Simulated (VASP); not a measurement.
A run of VASP 6.6.1:

File INCAR:

```
SYSTEM = Ge
PREC = Accurate
ENCUT = 520
EDIFF = 1E-7
ISMEAR = 0
SIGMA = 0.04
LREAL = .False.
LASPH = .True.
NELM = 100
ALGO = Normal
ISIF = 2
LWAVE = .False.
LCHARG = .True.
LDIPOL = .True.
IDIPOL = 3
DIPOL = 0.5 0.5 0.386
GGA = PE
IVDW = 12
LELF = .True.
LVHAR = .True.
LVACPOTAV = .True.
NBANDS = 21
```

The input KPOINTS:

```
regular mesh
0
Gamma
  12 12 1
  0 0 0
```

File POSCAR:

```
Ge
1.0
    4.0448463384      0.0000000000      0.0000000000
   -2.0224231692      3.5029396835      0.0000000000
    0.0000000000      0.0000000000     20.5300000000
Ge
2
Direct
    0.3333333333      0.6666666667      0.3675872950
    0.6666666667      0.3333333333      0.4051228853
```

Potentials or basis: VASP PAW PBE potentials, release 64 (Ge_d).

Run with:

```console
$ cat potpaw_PBE.64/Ge_d/POTCAR > POTCAR
$ mpirun -np 1 vasp_std > vasp.out
```

Hardware: 1 thread of Intel(R) Xeon(R) Platinum 8488C (Sapphire Rapids), on a shared host.

Q: Estimate the wall time of this run.

A: Wall time 2 min on 1 thread of Intel(R) Xeon(R) Platinum 8488C (Sapphire Rapids), on a shared host, peak memory 0.41 GiB. Counts: scf iterations 23, k points 19.
